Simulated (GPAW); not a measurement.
# Mn3Si (Fm-3m) in GPAW: a series of runs

One crystal, Mn3Si, is run at these levels: PBEsol; tasks: relaxation of cell and atoms.

Everything below comes from runs of GPAW 26.7.0. Logs are shortened: lines on timing, memory, paths and dates and some standing lists are left out, and cuts for length are marked. The log counts tension as positive stress, the text compression.

### Step 1. The crystal as given

It takes space group Fm-3m (No. 225, cubic). The conventional cell has a = 5.722 Å, b = 5.722 Å, c = 5.722 Å, α = 90.00°, β = 90.00°, γ = 90.00°. Around Mn (site symmetry -43m) lie 4 Mn at 2.48 Å and 4 Si at 2.48 Å. Around Mn (site symmetry m-3m) lie 8 Mn at 2.48 Å. Si (site symmetry m-3m) is surrounded by 8 Mn at 2.48 Å.

### Step 2. Relaxation of cell and atoms, PBEsol, collinear spin, ferromagnetic start, target pressure 10 GPa, at which the enthalpy is minimised

Contents of run.py:

```python
from ase import Atoms
from ase.filters import FrechetCellFilter
from ase.io import write
from ase.optimize import BFGS
from ase.units import GPa
from gpaw import GPAW, PW, setup_paths

setup_paths.insert(0, '.')

atoms = Atoms(['Mn', 'Mn', 'Mn', 'Si'],
              cell=[[0.0, 2.861, 2.861],
                    [2.861, 0.0, 2.861],
                    [2.861, 2.861, 0.0]],
              scaled_positions=[[0.75, 0.75, 0.75],
                                [0.25, 0.25, 0.25],
                                [0.5, 0.5, 0.5],
                                [0.0, 0.0, 0.0]],
              pbc=True)
atoms.set_initial_magnetic_moments([4.0, 4.0, 4.0, 0.0])

calc = GPAW(mode=PW(600),
            xc='PBEsol',
            kpts={'size': (6, 6, 6), 'gamma': True},
            occupations={'name': 'fermi-dirac', 'width': 0.05},
            nbands=44,
            convergence={'density': 1e-05, 'forces': 0.0001},
            maxiter=150,
            txt='gpaw.txt')
atoms.calc = calc
opt = BFGS(FrechetCellFilter(atoms, scalar_pressure=10 * GPa), trajectory='relax.traj', logfile='-')
done = opt.run(fmax=0.02, steps=60)
calc.write('gs.gpw')
write('result.traj', atoms)
print('Converged:', done)
print('Cell:', atoms.cell.cellpar().round(4))
print('Volume:', round(atoms.get_volume(), 4))
print(atoms.get_scaled_positions().round(5))
```

Potentials or basis: PAW data sets generated in the run's folder for this functional, pw.

Run with:

```console
gpaw-setup -f PBEsol Mn Si
OMP_NUM_THREADS=1 python run.py
```

gpaw.txt:

```text
__  _  _
 | _ |_)|_||  |
 |__||  | ||/\| - 26.7.0

Input parameters:
  mode=PW(ecut=600.0),
  convergence={'density': 1e-05, 'forces': 0.0001},
  kpts=MonkhorstPack(size=(6, 6, 6), gamma=True),
  maxiter=150,
  nbands=44,
  occupations=Occupations(name='fermi-dirac', width=0.05),
  xc=XC(name='PBEsol')

Diagonalizing LCAO Hamiltonian
Converting LCAO to pw mode

                    Mn

                Mn

           Mn

       Si

Atoms  # Å, Bohr magnetons
|   | symbol |        x |        y |        z |    initial magnetic moments |
|---|--------|----------|----------|----------|-----------------------------|
| 0 |     Mn | 4.291500 | 4.291500 | 4.291500 | ( 0.0000,  0.0000,  4.0000) |
| 1 |     Mn | 1.430500 | 1.430500 | 1.430500 | ( 0.0000,  0.0000,  4.0000) |
| 2 |     Mn | 2.861000 | 2.861000 | 2.861000 | ( 0.0000,  0.0000,  4.0000) |
| 3 |     Si | 0.000000 | 0.000000 | 0.000000 | ( 0.0000,  0.0000,  0.0000) |

Unit cell  # Å
| periodic |        x |        y |        z |  lengths |    angles |
|----------|----------|----------|----------|----------|-----------|
|      yes | 0.000000 | 2.861000 | 2.861000 | 4.046065 | 60.000000 |
|      yes | 2.861000 | 0.000000 | 2.861000 | 4.046065 | 60.000000 |
|      yes | 2.861000 | 2.861000 | 0.000000 | 4.046065 | 60.000000 |

Number of symmetries: 48
Symmetry operations  # r_c * U_cc + t_c -> r_c
|    | kind |            matrix            |
|----|------|------------------------------|
|  0 |  σ   |  1, 0, 0,  1, 0,-1,  1,-1, 0 |
|  1 |  C2  |  1, 0, 0,  1,-1, 0,  1, 0,-1 |
|  2 |  E   |  1, 0, 0,  0, 1, 0,  0, 0, 1 |
|  3 |  σ   |  1, 0, 0,  0, 0, 1,  0, 1, 0 |
|  4 |  C4  |  1, 0,-1,  1, 0, 0,  1,-1, 0 |
|  5 |  S6  |  1, 0,-1,  1,-1, 0,  1, 0, 0 |
|  6 |  σ   |  1, 0,-1,  0, 1,-1,  0, 0,-1 |
|  7 |  C3  |  1, 0,-1,  0, 0,-1,  0, 1,-1 |
|  8 |  S6  |  1,-1, 0,  1, 0, 0,  1, 0,-1 |
|  9 |  C4  |  1,-1, 0,  1, 0,-1,  1, 0, 0 |
| 10 |  C3  |  1,-1, 0,  0,-1, 1,  0,-1, 0 |
| 11 |  σ   |  1,-1, 0,  0,-1, 0,  0,-1, 1 |
| 12 |  σ   |  0, 1, 0,  1, 0, 0,  0, 0, 1 |
| 13 |  C4  |  0, 1, 0,  0, 1,-1, -1, 1, 0 |
[... 168 lines left out ...]
SCF iterations
|iter     | |      energy | eigst |  dens |force |  magmom |
|---------|-|-------------|-------|-------|------|---------|
|iter:   1| |  -35.538290 | +0.53 |       |      | +12.0239|
|iter:   2| |  -35.725878 | -1.68 | -0.98 |      | +11.8276|
|iter:   3| |  -36.914174 | -2.13 | -1.01 |      | +10.0080|
|iter:   4| |  -39.429166 | -1.67 | -1.07 |      |  +7.6095|
|iter:   5| |  -37.636509 | -1.66 | -0.76 |      |  +6.4613|
|iter:   6| |  -37.710721 | -1.94 | -1.23 |      |  +4.4037|
|iter:   7| |  -37.962701 | -2.60 | -1.43 |      |  +2.7062|
|iter:   8| |  -38.066958 | -2.45 | -1.42 |      |  +1.9683|
|iter:   9| |  -38.060034 | -3.26 | -1.57 |      |  +2.8844|
|iter:  10| |  -38.104353 | -3.21 | -1.95 |      |  +2.3455|
[... 57 further cycles ...]
|iter:  68| |  -38.224464c| -4.78 | -2.34 |      |  +1.1408|
|iter:  69| |  -38.219473c| -3.63 | -2.63 |      |  +0.7715|
|iter:  70| |  -38.226203c| -3.78 | -2.25 |      |  +1.0998|
|iter:  71| |  -38.227213c| -4.44 | -2.77 |      |  +0.9605|
|iter:  72| |  -38.227051c| -4.77 | -2.82 |      |  +1.0677|
|iter:  73| |  -38.227570c| -5.34 | -3.08 |      |  +1.0162|
|iter:  74| |  -38.227533c| -6.68 | -3.54 |      |  +1.0296|
|iter:  75| |  -38.227539c| -7.76c| -4.55 |      |  +1.0286|
|iter:  76| |  -38.227540c| -8.37c| -5.18c|      |  +1.0285|
|iter:  77| |  -38.227540c| -8.90c| -5.77c|-17.48c|  +1.0285|

Converged in 77 steps
Energy contributions relative to reference atoms: (reference = -102321.634747)

Energy contributions:
  Kinetic:          -4.965911
  Coulomb:           5.224328
  Zero:              0.610633
  External:          0.000000
  Xc:              -39.083041
  Entropy:          -0.027098
  Spinorbit:         0.000000
  ----------------------------
  Free energy:     -38.241089
  Extrapolated:    -38.227540
[... 56 lines left out ...]
Interpolating wave functions to new cell

                    Mn

                Mn

           Mn

       Si

Atoms  # Å, Bohr magnetons
|   | symbol |        x |        y |        z |    initial magnetic moments |
|---|--------|----------|----------|----------|-----------------------------|
| 0 |     Mn | 4.264161 | 4.264161 | 4.264161 | ( 0.0000,  0.0000, -0.7957) |
| 1 |     Mn | 1.421387 | 1.421387 | 1.421387 | ( 0.0000,  0.0000, -0.7957) |
| 2 |     Mn | 2.842774 | 2.842774 | 2.842774 | ( 0.0000,  0.0000,  2.5332) |
| 3 |     Si | 0.000000 | 0.000000 | 0.000000 | ( 0.0000,  0.0000,  0.0382) |

Unit cell  # Å
| periodic |        x |         y |        z |  lengths |    angles |
|----------|----------|-----------|----------|----------|-----------|
|      yes | 0.000000 |  2.842774 | 2.842774 | 4.020290 | 60.000000 |
|      yes | 2.842774 | -0.000000 | 2.842774 | 4.020290 | 60.000000 |
|      yes | 2.842774 |  2.842774 | 0.000000 | 4.020290 | 60.000000 |

Number of symmetries: 48
Symmetry operations  # r_c * U_cc + t_c -> r_c
|    | kind |            matrix            |
|----|------|------------------------------|
|  0 |  σ   |  1, 0, 0,  1, 0,-1,  1,-1, 0 |
|  1 |  C2  |  1, 0, 0,  1,-1, 0,  1, 0,-1 |
|  2 |  E   |  1, 0, 0,  0, 1, 0,  0, 0, 1 |
|  3 |  σ   |  1, 0, 0,  0, 0, 1,  0, 1, 0 |
|  4 |  C4  |  1, 0,-1,  1, 0, 0,  1,-1, 0 |
|  5 |  S6  |  1, 0,-1,  1,-1, 0,  1, 0, 0 |
|  6 |  σ   |  1, 0,-1,  0, 1,-1,  0, 0,-1 |
|  7 |  C3  |  1, 0,-1,  0, 0,-1,  0, 1,-1 |
|  8 |  S6  |  1,-1, 0,  1, 0, 0,  1, 0,-1 |
|  9 |  C4  |  1,-1, 0,  1, 0,-1,  1, 0, 0 |
| 10 |  C3  |  1,-1, 0,  0,-1, 1,  0,-1, 0 |
| 11 |  σ   |  1,-1, 0,  0,-1, 0,  0,-1, 1 |
| 12 |  σ   |  0, 1, 0,  1, 0, 0,  0, 0, 1 |
| 13 |  C4  |  0, 1, 0,  0, 1,-1, -1, 1, 0 |
| 14 |  C3  |  0, 1, 0,  0, 0, 1,  1, 0, 0 |
| 15 |  S6  |  0, 1, 0, -1, 1, 0,  0, 1,-1 |
| 16 |  C2  |  0, 1,-1,  1, 0,-1,  0, 0,-1 |
| 17 |  σ   |  0, 1,-1,  0, 1, 0, -1, 1, 0 |
| 18 |  S4  |  0, 1,-1,  0, 0,-1,  1, 0,-1 |
| 19 |  C4  |  0, 1,-1, -1, 1, 0,  0, 1, 0 |
| 20 |  C3  |  0, 0, 1,  1, 0, 0,  0, 1, 0 |
| 21 |  σ   |  0, 0, 1,  0, 1, 0,  1, 0, 0 |
[... 1130 lines left out ...]
Stress tensor  # eV/Ang^3
|         x |         y |         z |
|-----------|-----------|-----------|
| -0.062345 |  0.000000 |  0.000000 |
|  0.000000 | -0.062345 |  0.000000 |
|  0.000000 |  0.000000 | -0.062345 |

Forces  # eV/Ang
|        x |        y |        z |
|----------|----------|----------|
|  0.00000 | -0.00000 |  0.00000 |  # Mn   0
| -0.00000 |  0.00000 | -0.00000 |  # Mn   1
| -0.00000 |  0.00000 |  0.00000 |  # Mn   2
|  0.00000 | -0.00000 |  0.00000 |  # Si   3

# Writing to gs.gpw (mode='')
```

It took 5.6 min on 1 thread of Intel Xeon 6975P-C (Granite Rapids), shared host; peak memory 0.28 GiB.

Results:

```yaml
Free_energy: -38.3526 eV
Relaxed_volume: 10.45 Å³/atom
Relaxed_cell: a = 3.896 Å, b = 3.896 Å, c = 3.896 Å, α = 60.00°, β = 60.00°, γ = 60.00°
Space_group_after_relaxing_to_0.05_Å: Fm-3m (No. 225)
Energy_change_on_relaxing_the_enthalpy_is_what_falls: -26.8 meV/atom
Ionic_steps: 5
Pressure_after_relaxing: 10.0 GPa
Band_gap_on_the_k_mesh: none (metal or under the smearing width)
Net_moment: 1.10 μB per cell
Site_moments: Mn -0.47, +1.98; Si +0.03 μB
```

The path:
| step | energy change (eV) | largest force (eV/Å) | pressure (GPa) | volume (Å³) |
| --- | --- | --- | --- | --- |
| 1 | 0.0000 | 0.0000 | -14.48 | 46.84 |
| 2 | -0.0707 | 0.0000 | -11.21 | 45.95 |
| 3 | -0.0619 | 0.0000 | 14.07 | 41.22 |
| 4 | -0.1115 | 0.0000 | 9.53 | 41.88 |
| 5 | -0.1071 | 0.0000 | 9.99 | 41.81 |

Final structure:
```xyz
4
Lattice="0.0000 2.7548 2.7548 2.7548 0.0000 2.7548 2.7548 2.7548 0.0000" Properties=species:S:1:pos:R:3 pbc="T T T"
Mn    4.1323    4.1323    4.1323
Mn    1.3774    1.3774    1.3774
Mn    2.7548    2.7548    2.7548
Si    0.0000    0.0000    0.0000
```

Levels at points of the mesh, in eV from the Fermi level:
Spin up:
| k point | band 22 | band 23 | band 24 | band 25 | band 26 | band 27 | band 28 | band 29 |
| --- | --- | --- | --- | --- | --- | --- | --- | --- |
| (0.00, 0.00, 0.00) | 0.09 | 0.09 | 0.70 | 0.70 | 0.70 | 1.43 | 1.43 | 4.63 |
| (0.50, 0.50, 0.00) | -2.05 | -0.67 | -0.31 | -0.31 | 0.33 | 0.74 | 1.00 | 1.00 |
| (0.50, 0.50, 0.50) | -0.75 | -0.75 | -0.70 | -0.05 | -0.05 | 0.68 | 0.68 | 1.03 |
Spin down:
```tsv
k point	band 20	band 21	band 22	band 23	band 24	band 25	band 26	band 27	band 28	band 29
(0.00, 0.00, 0.00)	-1.76	-1.76	0.29	0.29	0.29	1.12	1.12	1.71	1.71	4.90
(0.50, 0.50, 0.00)	-2.23	-2.23	-0.64	-0.64	-0.04	0.18	0.93	1.05	1.47	1.47
(0.50, 0.50, 0.50)	-2.07	-2.07	-1.15	-1.15	-1.06	1.02	1.02	1.57	1.59	1.59
```

Caveat: each step starts from the last one's moments, so a moment once lost doesn't come back; later steps reuse the first step's grids.

### Step 3. Relaxation of cell and atoms, PBEsol, collinear spin, ferromagnetic start, target pressure 20 GPa, at which the enthalpy is minimised

Changes to run.py since step 2:

```diff
@@ -29,3 +29,3 @@
 atoms.calc = calc
-opt = BFGS(FrechetCellFilter(atoms, scalar_pressure=10 * GPa), trajectory='relax.traj', logfile='-')
+opt = BFGS(FrechetCellFilter(atoms, scalar_pressure=20 * GPa), trajectory='relax.traj', logfile='-')
 done = opt.run(fmax=0.02, steps=60)
```

Potentials or basis: PAW data sets generated in the run's folder for this functional, pw.

Run with:

```console
gpaw-setup -f PBEsol Mn Si
OMP_NUM_THREADS=1 python run.py
```

gpaw.txt:

```text
__  _  _
 | _ |_)|_||  |
 |__||  | ||/\| - 26.7.0

Input parameters:
  mode=PW(ecut=600.0),
  convergence={'density': 1e-05, 'forces': 0.0001},
  kpts=MonkhorstPack(size=(6, 6, 6), gamma=True),
  maxiter=150,
  nbands=44,
  occupations=Occupations(name='fermi-dirac', width=0.05),
  xc=XC(name='PBEsol')

Diagonalizing LCAO Hamiltonian
Converting LCAO to pw mode

                    Mn

                Mn

           Mn

       Si

Atoms  # Å, Bohr magnetons
|   | symbol |        x |        y |        z |    initial magnetic moments |
|---|--------|----------|----------|----------|-----------------------------|
| 0 |     Mn | 4.291500 | 4.291500 | 4.291500 | ( 0.0000,  0.0000,  4.0000) |
[... 932 lines left out ...]
|  8 |  S6  |  1,-1, 0,  1, 0, 0,  1, 0,-1 |
[... 287 lines left out ...]
Atoms  # Å, Bohr magnetons
|   | symbol |        x |        y |        z |    initial magnetic moments |
|---|--------|----------|----------|----------|-----------------------------|
| 0 |     Mn | 4.086416 | 4.086416 | 4.086416 | ( 0.0000,  0.0000, -0.3519) |
| 1 |     Mn | 1.362139 | 1.362139 | 1.362139 | ( 0.0000,  0.0000, -0.3519) |
| 2 |     Mn | 2.724277 | 2.724277 | 2.724277 | ( 0.0000,  0.0000,  1.8162) |
| 3 |     Si | 0.000000 | 0.000000 | 0.000000 | ( 0.0000,  0.0000,  0.0223) |

Unit cell  # Å
| periodic |         x |         y |         z |  lengths |    angles |
|----------|-----------|-----------|-----------|----------|-----------|
|      yes | -0.000000 |  2.724277 |  2.724277 | 3.852709 | 60.000000 |
|      yes |  2.724277 | -0.000000 |  2.724277 | 3.852709 | 60.000000 |
|      yes |  2.724277 |  2.724277 | -0.000000 | 3.852709 | 60.000000 |

Number of symmetries: 48
Symmetry operations  # r_c * U_cc + t_c -> r_c
|    | kind |            matrix            |
|----|------|------------------------------|
|  0 |  σ   |  1, 0, 0,  1, 0,-1,  1,-1, 0 |
|  1 |  C2  |  1, 0, 0,  1,-1, 0,  1, 0,-1 |
|  2 |  E   |  1, 0, 0,  0, 1, 0,  0, 0, 1 |
|  3 |  σ   |  1, 0, 0,  0, 0, 1,  0, 1, 0 |
|  4 |  C4  |  1, 0,-1,  1, 0, 0,  1,-1, 0 |
|  5 |  S6  |  1, 0,-1,  1,-1, 0,  1, 0, 0 |
|  6 |  σ   |  1, 0,-1,  0, 1,-1,  0, 0,-1 |
|  7 |  C3  |  1, 0,-1,  0, 0,-1,  0, 1,-1 |
|  8 |  S6  |  1,-1, 0,  1, 0, 0,  1, 0,-1 |
[... 254 lines left out ...]
Forces  # eV/Ang
|        x |        y |        z |
|----------|----------|----------|
| -0.00000 |  0.00000 | -0.00000 |  # Mn   0
|  0.00000 | -0.00000 |  0.00000 |  # Mn   1
|  0.00000 |  0.00000 |  0.00000 |  # Mn   2
| -0.00000 | -0.00000 |  0.00000 |  # Si   3

# Writing to gs.gpw (mode='')
```

stdout:

```text
Step          Energy          fmax
BFGS:    0      -32.394492        2.520233
BFGS:    1      -32.645169        2.119425
BFGS:    2      -33.156875        0.448002
BFGS:    3      -33.176915        0.039767
BFGS:    4      -33.177067        0.000959
Converged: True
Cell: [ 3.8527  3.8527  3.8527 60.     60.     60.    ]
Volume: 40.4375
[[0.75 0.75 0.75]
 [0.25 0.25 0.25]
 [0.5  0.5  0.5 ]
 [0.   0.   0.  ]]
```

Wall time 5.9 min (1 thread of Intel Xeon 6975P-C (Granite Rapids), shared host); peak memory 0.31 GiB.

What came out:

| Item | Value |
| --- | --- |
| Free energy | -38.2249 eV |
| Relaxed volume | 10.11 Å³/atom |
| Relaxed cell | a = 3.853 Å, b = 3.853 Å, c = 3.853 Å, α = 60.00°, β = 60.00°, γ = 60.00° |
| Space group after relaxing (to 0.05 Å) | Fm-3m (No. 225) |
| Energy change on relaxing (the enthalpy is what falls) | +5.8 meV/atom |
| Ionic steps | 5 |
| Pressure after relaxing | 20.0 GPa |
| Band gap on the k mesh | none (metal or under the smearing width) |
| Net moment | 1.18 μB per cell |
| Site moments | Mn -0.34, +1.80; Si +0.02 μB |

The path:
| step | energy change (eV) | largest force (eV/Å) | pressure (GPa) | volume (Å³) |
| --- | --- | --- | --- | --- |
| 1 | 0.0000 | 0.0000 | -14.48 | 46.84 |
| 2 | -0.0939 | 0.0000 | -9.79 | 45.59 |
| 3 | 0.1579 | 0.0000 | 27.26 | 39.52 |
| 4 | 0.0127 | 0.0000 | 19.37 | 40.52 |
| 5 | 0.0231 | 0.0000 | 20.02 | 40.44 |

Final structure:
```xyz
4
Lattice="0.0000 2.7243 2.7243 2.7243 0.0000 2.7243 2.7243 2.7243 0.0000" Properties=species:S:1:pos:R:3 pbc="T T T"
Mn    4.0864    4.0864    4.0864
Mn    1.3621    1.3621    1.3621
Mn    2.7243    2.7243    2.7243
Si    0.0000    0.0000    0.0000
```

Levels at points of the mesh, in eV from the Fermi level:
Spin up:
| k point | band 23 | band 24 | band 25 | band 26 | band 27 | band 28 |
| --- | --- | --- | --- | --- | --- | --- |
| (0.00, 0.00, 0.00) | 0.12 | 0.64 | 0.64 | 0.64 | 1.44 | 1.44 |
| (0.50, 0.50, 0.00) | -0.60 | -0.37 | -0.37 | 0.35 | 0.68 | 1.01 |
| (0.50, 0.50, 0.50) | -0.86 | -0.78 | -0.01 | -0.01 | 0.69 | 0.69 |
Spin down:
```csv
k point,band 20,band 21,band 22,band 23,band 24,band 25,band 26,band 27,band 28,band 29
"(0.00, 0.00, 0.00)",-1.90,-1.90,0.35,0.35,0.35,1.23,1.23,1.66,1.66,5.25
"(0.50, 0.50, 0.00)",-2.35,-2.35,-0.59,-0.59,-0.23,0.28,0.93,1.16,1.47,1.47
"(0.50, 0.50, 0.50)",-2.12,-2.12,-1.15,-1.15,-1.04,1.03,1.03,1.54,1.54,1.59
```

Caveat: each step starts from the last one's moments, so a moment once lost doesn't come back; later steps reuse the first step's grids.

### Step 4. Relaxation of cell and atoms, PBEsol, collinear spin, ferromagnetic start, target pressure 30 GPa, at which the enthalpy is minimised

Changes to run.py since step 3:

```diff
@@ -29,3 +29,3 @@
 atoms.calc = calc
-opt = BFGS(FrechetCellFilter(atoms, scalar_pressure=20 * GPa), trajectory='relax.traj', logfile='-')
+opt = BFGS(FrechetCellFilter(atoms, scalar_pressure=30 * GPa), trajectory='relax.traj', logfile='-')
 done = opt.run(fmax=0.02, steps=60)
```

Run with:

```console
gpaw-setup -f PBEsol Mn Si
OMP_NUM_THREADS=1 python run.py
```

Wall time 5.4 min (1 thread of Intel Xeon 6975P-C (Granite Rapids), shared host); peak memory 0.32 GiB.

Results (log left out):

```yaml
Free_energy: -38.0393 eV
Relaxed_volume: 9.81 Å³/atom
Relaxed_cell: a = 3.814 Å, b = 3.814 Å, c = 3.814 Å, α = 60.00°, β = 60.00°, γ = 60.00°
Space_group_after_relaxing_to_0.05_Å: Fm-3m (No. 225)
Energy_change_on_relaxing_the_enthalpy_is_what_falls: +52.2 meV/atom
Ionic_steps: 5
Pressure_after_relaxing: 30.0 GPa
Band_gap_on_the_k_mesh: none (metal or under the smearing width)
Net_moment: 1.71 μB per cell
Site_moments: Mn +0.04, +1.56; Si +0.01 μB
```

The path:
| step | energy change (eV) | largest force (eV/Å) | pressure (GPa) | volume (Å³) |
| --- | --- | --- | --- | --- |
| 1 | 0.0000 | 0.0000 | -14.48 | 46.84 |
| 2 | -0.1138 | 0.0000 | -8.33 | 45.23 |
| 3 | 0.2681 | 0.0000 | 33.02 | 38.93 |
| 4 | 0.1959 | 0.0000 | 29.32 | 39.31 |
| 5 | 0.2087 | 0.0000 | 29.99 | 39.24 |

Final structure:
```
Mn Si
1.0
     0.00000    2.69703    2.69703
     2.69703    0.00000    2.69703
     2.69703    2.69703    0.00000
Mn Si
3 1
Direct
  0.75000 0.75000 0.75000
  0.25000 0.25000 0.25000
  0.50000 0.50000 0.50000
  0.00000 0.00000 0.00000
```

Levels at points of the mesh, in eV from the Fermi level:
Spin up:
```csv
k point,band 21,band 22,band 23,band 24,band 25,band 26,band 27,band 28,band 29,band 30
"(0.00, 0.00, 0.00)",-2.79,0.14,0.14,0.46,0.46,0.46,1.35,1.35,5.36,5.67
"(0.50, 0.50, 0.00)",-2.43,-2.27,-0.53,-0.53,-0.50,0.35,0.47,0.96,0.96,1.28
"(0.50, 0.50, 0.50)",-2.18,-1.08,-1.08,-0.96,0.01,0.01,0.65,0.65,1.05,5.57
```
Spin down:
```tsv
k point	band 21	band 22	band 23	band 24	band 25	band 26	band 27	band 28
(0.00, 0.00, 0.00)	-2.03	0.54	0.54	0.54	1.42	1.42	1.63	1.63
(0.50, 0.50, 0.00)	-2.39	-0.44	-0.44	-0.43	0.51	0.95	1.35	1.48
(0.50, 0.50, 0.50)	-2.10	-1.03	-1.03	-0.91	1.10	1.10	1.52	1.52
```

Caveat: each step starts from the last one's moments, so a moment once lost doesn't come back; later steps reuse the first step's grids; the volume moved by over 15 % at a fixed basis, so the end points are rough.

### Step 5. For comparison

An earlier run on the cell as given: functional PBEsol; potentials or basis PAW data sets generated in the run's folder for this functional; cutoff 600 eV; basis pw; k mesh 8 × 8 × 8; occupations fermi-dirac, width 0.05 eV; collinear spin, ferromagnetic start; starting moments [4.0, 4.0, 4.0, 0.0] μB.

- Pressure: -14.3 GPa
- Band gap on the k mesh: none (metal or under the smearing width)
- Net moment: 1.01 μB per cell
- Site moments: Mn -0.81, +2.55; Si +0.04 μB

### Step 6. The runs side by side

| task | cell | k mesh | optimizer | fmax | max steps | target pressure | convergence | gap on the mesh (eV) | pressure (GPa) | moment (μB) |
| --- | --- | --- | --- | --- | --- | --- | --- | --- | --- | --- |
| relaxation of cell and atoms | relaxed to 10 GPa | 6 × 6 × 6 | BFGS | 0.02 eV/Å | 60 | 10 GPa | density=1e-05 forces=0.0001 | none | 10.0 | 1.10 |
| relaxation of cell and atoms | relaxed to 20 GPa | 6 × 6 × 6 | BFGS | 0.02 eV/Å | 60 | 20 GPa | density=1e-05 forces=0.0001 | none | 20.0 | 1.18 |
| relaxation of cell and atoms | relaxed to 30 GPa | 6 × 6 × 6 | BFGS | 0.02 eV/Å | 60 | 30 GPa | density=1e-05 forces=0.0001 | none | 30.0 | 1.71 |
| single point | as given | 8 × 8 × 8 | - | - | - | - | - | none | -14.3 | 1.01 |

Alike in all rows: level PBEsol; potentials or basis PAW data sets generated in the run's folder for this functional, pw; spin collinear, ferromagnetic start; cutoff (eV) 600; smearing fermi-dirac 0.05 eV.

Caveats: each step starts from the last one's moments, so a moment once lost doesn't come back (some runs); later steps reuse the first step's grids (some runs); the volume moved by over 15 % at a fixed basis, so the end points are rough (some runs).

Total energies depend on the potentials used, so only differences within one code and one set of settings carry meaning.
